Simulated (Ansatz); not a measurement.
## Quadrupolar parameters in Sb2S3

The cell is a structure deposited in the COD whose atoms were relaxed with PBE, the cell held.

Space group Pnma (No. 62); a = 11.3110, b = 3.8389, c = 11.2230 Å.

| site | Wyckoff | site symmetry | x | y | z |
| --- | --- | --- | --- | --- | --- |
| Sb1 | 4c | .m. | 0.4734 | 0.2500 | 0.3251 |
| Sb5 | 4c | .m. | 0.3491 | 0.7500 | 0.0343 |
| S9 | 4c | .m. | 0.2911 | 0.2500 | 0.1907 |
| S13 | 4c | .m. | 0.5505 | 0.7500 | 0.1244 |
| S17 | 4c | .m. | 0.3755 | 0.7500 | 0.4403 |

One atom of each set is listed.

Method: Kohn–Sham DFT in Ansatz, r2SCAN, plane waves and PAW, scalar-relativistic, 500 eV cutoff, Γ-centred 3×7×3 k-points, Fermi–Dirac smearing 0.02 eV.

C_Q = eQV_zz/h, which is 24.18 MHz for Q = 1 b and V_zz = 10²¹ V/m²; η = (V_xx − V_yy)/V_zz.

Sb-121: I = 5/2, Q = -543.0 mb; ³³S: I = 3/2, Q = -69.40 mb. Quadrupole moments are those of Pyykkö's year-2017 table.

(1) What field gradients does the calculation give at each kind of site?

Results:

(1) 

| site | atoms | first shell | V_zz (10²¹ V/m²) | η | C_Q (MHz) |
| --- | --- | --- | --- | --- | --- |
| Sb1 | 4 | 3 S at 2.55–2.57 Å; also 3 S at 3.09–3.14 Å | -15.79 | 0.41 | 207 |
| Sb5 | 4 | 3 S at 2.49–2.68 Å; also 4 S at 2.85–3.35 Å | -18.87 | 0.04 | 248 |
| S9 | 4 | 3 Sb at 2.55–2.68 Å | 4.85 | 0.84 | -8.13 |
| S13 | 4 | 1 Sb at 2.49 Å; also 4 Sb at 2.85–3.09 Å | 6.70 | 0.77 | -11.3 |
| S17 | 4 | 2 Sb at 2.57 Å, angle 97°; also 1 Sb at 3.14 Å | -13.29 | 0.34 | 22.3 |

At Sb1 V_zz stands upright on the plane through its three neighbours (within 12°). At S17 V_zz stands upright on the plane of its two bonds (within 2°).

The largest force is 0.3 eV/Å, so the atoms aren't at the calculated equilibrium and relaxing them would move these values. Without spin–orbit coupling (the program notes it for Sb) the gradients are little affected as a rule: paired runs on crystals with a gap mostly move them by under 2 % at such atoms. With these PAW files V_zz is typically within 2 to 3 % of all-electron values, but misses above 10 % occur on Sb.

Hardware: 1 thread of Arm Neoverse V2 (aarch64; 8 cores open to the job, memory cap 3.0 GiB, no GPU), a shared host with a load of 0.2 a core. Wall time 2.5 min, CPU time 2.5 min, peak memory 2.1 GiB.
